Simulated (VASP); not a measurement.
Here is a VASP 6.6.1 calculation.

INCAR

```
PREC = Accurate
ENCUT = 520
EDIFF = 1E-6
ISMEAR = 0
SIGMA = 0.03
LREAL = F
LASPH = T
NELM = 80
ALGO = Normal
ISIF = 2
LWAVE = F
LCHARG = F
LDIPOL = T
IDIPOL = 3
DIPOL = 0.5 0.5 0.500
GGA = PE
IVDW = 12
NBANDS = 27
LVHAR = T
LVACPOTAV = T
KPAR = 2
```

KPOINTS

```
regular mesh
0
Gamma
  9 9 1
```

File POSCAR:

```
InSe                                    
1.0
    4.0278273701     -0.0000000000      0.0000000000
   -2.0139136850      3.4882008295      0.0000000000
    0.0000000000      0.0000000000     23.3577120000
  Se              In            
     2     2
Direct
     1.0000000000000000    0.0000000000000000    0.3846392772788204
     1.0000000000000000    0.0000000000000000    0.6152949470311379
     0.6666666699999979    0.3333333300000021    0.4401516181291428
     0.6666666699999979    0.3333333300000021    0.5597696275608990
```

File KPOINTS_OPT:

```
explicit points
67
Reciprocal
 0.0000000000  0.0000000000  0.0000000000 1
 0.0357142900  0.0000000000  0.0000000000 1
 0.0714285700  0.0000000000  0.0000000000 1
 0.1071428600  0.0000000000  0.0000000000 1
 0.1428571400  0.0000000000  0.0000000000 1
 0.1785714300  0.0000000000  0.0000000000 1
 0.2142857100  0.0000000000  0.0000000000 1
 0.2500000000  0.0000000000  0.0000000000 1
 0.2857142900  0.0000000000  0.0000000000 1
 0.3214285700  0.0000000000  0.0000000000 1
 0.3571428600  0.0000000000  0.0000000000 1
 0.3928571400  0.0000000000  0.0000000000 1
 0.4285714300  0.0000000000  0.0000000000 1
 0.4642857100  0.0000000000  0.0000000000 1
 0.5000000000  0.0000000000  0.0000000000 1
 0.4791666700  0.0416666700  0.0000000000 1
 0.4583333300  0.0833333300  0.0000000000 1
 0.4375000000  0.1250000000  0.0000000000 1
 0.4166666700  0.1666666700  0.0000000000 1
 0.3958333300  0.2083333300  0.0000000000 1
 0.3750000000  0.2500000000  0.0000000000 1
 0.3541666700  0.2916666700  0.0000000000 1
 0.3333333300  0.3333333300  0.0000000000 1
 0.3137254900  0.3137254900  0.0000000000 1
 0.2941176500  0.2941176500  0.0000000000 1
 0.2745098000  0.2745098000  0.0000000000 1
 0.2549019600  0.2549019600  0.0000000000 1
 0.2352941200  0.2352941200  0.0000000000 1
 0.2156862700  0.2156862700  0.0000000000 1
 0.1960784300  0.1960784300  0.0000000000 1
 0.1764705900  0.1764705900  0.0000000000 1
 0.1568627500  0.1568627500  0.0000000000 1
 0.1372549000  0.1372549000  0.0000000000 1
 0.1176470600  0.1176470600  0.0000000000 1
 0.0980392200  0.0980392200  0.0000000000 1
 0.0784313700  0.0784313700  0.0000000000 1
 0.0588235300  0.0588235300  0.0000000000 1
 0.0392156900  0.0392156900  0.0000000000 1
 0.0196078400  0.0196078400  0.0000000000 1
 0.0000000000  0.0000000000  0.0000000000 1
 0.0000000000  0.0000000000  0.0000000000 1
 0.0076394400 -0.0038197200  0.0000000000 1
-0.0076394400  0.0038197200  0.0000000000 1
 0.0222816900 -0.0111408500  0.0000000000 1
-0.0222816900  0.0111408500  0.0000000000 1
-0.0000000000  0.0066159500  0.0000000000 1
 0.0000000000 -0.0066159500  0.0000000000 1
-0.0000000000  0.0192965100  0.0000000000 1
 0.0000000000 -0.0192965100  0.0000000000 1
 0.5000000000  0.0000000000  0.0000000000 1
 0.5076394400 -0.0038197200  0.0000000000 1
 0.4923605600  0.0038197200  0.0000000000 1
 0.5222816900 -0.0111408500  0.0000000000 1
 0.4777183100  0.0111408500  0.0000000000 1
 0.5000000000  0.0066159500  0.0000000000 1
 0.5000000000 -0.0066159500  0.0000000000 1
 0.5000000000  0.0192965100  0.0000000000 1
 0.5000000000 -0.0192965100  0.0000000000 1
 0.3333333300  0.3333333300  0.0000000000 1
 0.3409727700  0.3295136100  0.0000000000 1
 0.3256938900  0.3371530500  0.0000000000 1
 0.3556150200  0.3221924800  0.0000000000 1
 0.3110516400  0.3444741800  0.0000000000 1
 0.3333333300  0.3399492800  0.0000000000 1
 0.3333333300  0.3267173800  0.0000000000 1
 0.3333333300  0.3526298400  0.0000000000 1
 0.3333333300  0.3140368200  0.0000000000 1
```

Potentials or basis: VASP PAW PBE potentials, release 64 (Se, In_d).

Launch:

```console
$ cat potpaw_PBE.64/Se/POTCAR potpaw_PBE.64/In_d/POTCAR > POTCAR
$ mpirun -np 2 vasp_std > vasp.out
```

Estimate the largest force.

0.003 eV/Å.

Estimate the band gap on the k mesh.

1.62 eV, indirect (least direct gap 1.69 eV).

Forces on the atoms (eV/Å):
```
Se   0.000  0.000 -0.003
Se   0.000  0.000  0.001
In   0.000  0.000 -0.001
In   0.000  0.000  0.003
```

Caveat: spin-orbit coupling is left out, which moves the levels of the heavy elements.
